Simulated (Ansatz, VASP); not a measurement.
## Pd: VASP beside Ansatz

```
Pd
1.0
     2.78969    0.00000    0.00000
    -1.39484    2.41594    0.00000
     0.00000    0.00000   13.82140
Pd
4
Direct
  0.00000 0.00000 0.25323
  0.33333 0.66667 0.41828
  0.66667 0.33333 0.58172
  0.00000 0.00000 0.74677
```

Alike in both runs: task single point; functional PBE; k mesh 17 × 17 × 1; occupations fermi-dirac, width 0.08 eV; no spin polarisation.

|  | VASP | Ansatz |
| --- | --- | --- |
| version | VASP 6.6.1 | Ansatz 0.2.0 |
| potentials or method | VASP PAW PBE potentials, release 64 (Pd), cutoff 520 eV | all-electron LAPW, scalar-relativistic |

VASP gave:

| Item | Value |
| --- | --- |
| rms of the force components (eV/Å) | 0.005 |

Task: Estimate Ansatz's values.

Result: rms of the force components (eV/Å): 0.001.

Atom by atom the forces differ by 0.004 eV/Å (rms over components). Ansatz ran all-electron here, so the differences hold the error of VASP's frozen core and of both bases. Ansatz warned: «vacuum_density_over_bound».
